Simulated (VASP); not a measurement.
Write an ASE script for VASP 6.6.1 that does the following.

```
Task                   : single point
Functional             : PBE
Potentials or basis    : VASP PAW PBE potentials, release 64 (Pr)
Cutoff                 : 520 eV
k mesh                 : 9 × 9 × 9
Occupations            : gaussian, width 0.05 eV
Spin                   : collinear spin, ferromagnetic start
Starting moments       : [2.0] μB
Further INCAR settings : ALGO = Normal; EDIFF = 1.00e-06
```

The structure of Pr lies in Pr.xyz:

```xyz
1
Lattice="-2.0973721543 2.0973721543 2.0973721543 2.0973721543 -2.0973721543 2.0973721543 2.0973721543 2.0973721543 -2.0973721543" Properties=species:S:1:pos:R:3 pbc="T T T"
Pr     0.0000000000      0.0000000000      0.0000000000
```

This isn't the form of Pr at room conditions, which is double hcp.

The input as run:

run.py

```python
from ase.calculators.vasp import Vasp
from ase.dft.bandgap import bandgap
from ase.io import read

atoms = read('Pr.xyz')
atoms.set_initial_magnetic_moments([2.0])
calc = Vasp(
    directory='calc',
    xc='pbe',
    pp='PBE',
    setups={'base': 'minimal'},
    prec='Accurate',
    encut=520,
    ediff=1e-06,
    ismear=0,
    sigma=0.05,
    lreal=False,
    lasph=True,
    nelm=150,
    algo='Normal',
    isif=2,
    lwave=False,
    lcharg=False,
    ispin=2,
    lorbit=11,
    lmaxmix=6,
    kpts=[9, 9, 9],
    gamma=True,
)
atoms.calc = calc

print('energy (eV):', atoms.get_potential_energy())
print('free energy (eV):', atoms.get_potential_energy(force_consistent=True))
print('forces (eV/A):')
print(atoms.get_forces())
print('stress (eV/A^3, Voigt):', atoms.get_stress())
print('Fermi level (eV):', calc.get_fermi_level())
print('moment (muB):', atoms.get_magnetic_moment())
print('site moments (muB):', atoms.get_magnetic_moments())
gap, top, bottom = bandgap(calc)
print('band gap (eV):', gap, 'from (spin, k, band)', top, 'to', bottom)
```

Potentials or basis: VASP PAW PBE potentials, release 64 (Pr).

Launch:

```sh
$ python run.py
```

It gave:

```yaml
Pressure: -1.6 GPa
Band_gap_on_the_k_mesh: none (metal or under the smearing width)
Net_moment: 2.78 μB per cell
Site_moments: Pr +2.26 μB
Valence_electrons_inside_the_program's_atomic_spheres: Pr 10.02
```

Caveat: the magnetic or orbital state may not be the lowest; spin-orbit coupling is left out, which moves the levels of the heavy elements.

It took 43 s on 1 thread of AMD EPYC 9R45 (Zen 5) (shared host), peak memory 0.16 GiB.
